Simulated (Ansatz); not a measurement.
Runs of Ansatz 0.2.0 on CuAu3. Symmetry: Pm-3m, No. 221, cubic system. Conventional cell: a = 3.980 Å, b = 3.980 Å, c = 3.980 Å, α = 90.00°, β = 90.00°, γ = 90.00°. Around Au (site symmetry 4/mmm) lie 8 Au at 2.81 Å and 4 Cu at 2.81 Å. Cu (site symmetry m-3m) has 12 Au at 2.81 Å as nearest neighbours. 

```csv
task,level,potentials or basis,cutoff (eV),basis error allowed,pressure (GPa),V0 of scaled cells (Å³/atom),B0 (GPa)
equation of state,PBEsol,"all-electron LAPW, scalar-relativistic",-,0.001 eV/atom,-,15.67,(a)
band structure,PBEsol,"all-electron LAPW, inner shells corrected to Dirac's equation",244,0.002 eV/atom,-0.9,-,-
band structure,PBEsol,all-electron PAW datasets made for the crystal,260,-,-1.0,-,-
equation of state,LDA,"all-electron LAPW, scalar-relativistic",-,0.002 eV/atom,-,(b),195
band structure,PBEsol,"all-electron LAPW, scalar-relativistic",244,0.002 eV/atom,-1.0,-,-
```

Alike in all rows: no spin polarisation; cell as given; k mesh 7 × 7 × 7; smearing fermi-dirac 0.05 eV.

Fill in the values left out.

(a) 175; (b) 15.24.

Not every run made on this cell is shown here.
